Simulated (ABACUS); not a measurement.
Crystal: Ta.

```xyz
1
Lattice="-1.6513 1.6513 1.6513 1.6513 -1.6513 1.6513 1.6513 1.6513 -1.6513" Properties=species:S:1:pos:R:3 pbc="T T T"
Ta    0.0000    0.0000    0.0000
```

```yaml
Program: ABACUS 3.10.1
Task: relaxation of cell and atoms
Functional: rSCAN
Potentials_or_basis: SG15 ONCV 1.2 PBE
Cutoff: 939 eV
Density_cutoff: 3755 eV
Basis: plane waves
k_mesh: 7 × 7 × 7
Occupations: fermi-dirac, width 0.05 eV
Spin: no spin polarisation
```

At the start: pressure -10.1 GPa; volume 18.01 Å³/atom.

Task: How do energy, volume and symmetry change on relaxing?

Result: Over 7 steps the energy falls by 27.4 meV/atom and the volume is 17.18 Å³/atom (-4.6 %); space group Im-3m (No. 229, to 0.05 Å).

Step by step:
```
step  energy change (eV)  largest force (eV/Å)  pressure (GPa)  volume (Å³)
   1              0.0000                0.0000          -10.07        18.01
   2              0.1819                0.0000           34.86        15.12
   3             -0.0272                0.0000           -0.75        17.23
   4             -0.0274                0.0000           -0.14        17.18
   5             -0.0274                0.0000           -0.11        17.18
   6             -0.0274                0.0000           -0.16        17.18
   7             -0.0274                0.0000           -0.04        17.18
```

Final structure:
```
CELL_PARAMETERS angstrom
-1.62546 1.62546 1.62546
1.62546 -1.62546 1.62546
1.62546 1.62546 -1.62546
ATOMIC_POSITIONS crystal
Ta 0.00000 0.00000 0.00000
```

Caveat: the k mesh is coarse (spacing up to 0.38 Å⁻¹), so the values aren't converged; the potentials were made for another functional, which shifts forces and pressure.
